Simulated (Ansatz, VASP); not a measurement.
# BP: VASP beside Ansatz

```
B P
1.0
     0.00000    2.19805    2.41785
     2.19805    0.00000    2.41785
     2.19805    2.19805    0.00000
B P
1 1
Direct
  0.00000 0.00000 0.00000
  0.75000 0.75000 0.75000
```

Alike in both runs: task single point; functional r2SCAN; k mesh 8 × 8 × 8; occupations gaussian, width 0.05 eV; no spin polarisation.

|  | VASP | Ansatz |
| --- | --- | --- |
| version | VASP 6.6.1 | Ansatz 0.2.0 |
| potentials or method | VASP PAW PBE potentials, release 64 (B, P) | scalar-relativistic, plane waves, PAW |
| plane-wave cutoff (eV) | 520 | 500 |
| valence electrons in the cell | 8 | 8 |

VASP gave:

| Property | Result |
| --- | --- |
| gap on the k mesh at the Fermi level (eV) | 0.71 |
| least direct gap on the mesh (eV) | 3.13 |
| pressure (GPa) | -0.7 |
| largest component of the traceless stress (GPa) | 20.63 |

Estimate Ansatz's values.

gap on the k mesh at the Fermi level (eV): 0.69; least direct gap on the mesh (eV): 3.09; pressure (GPa): -0.2; largest component of the traceless stress (GPa): 20.55.

With one functional, cell and mesh, what is left measures potentials, basis and numerics.

Caveats: the PAW data sets were made with another functional, which shifts forces and pressure a little (VASP). A k mesh can miss the band edges. r2SCAN opens gaps a little over a GGA but as a rule still falls short of measured ones.
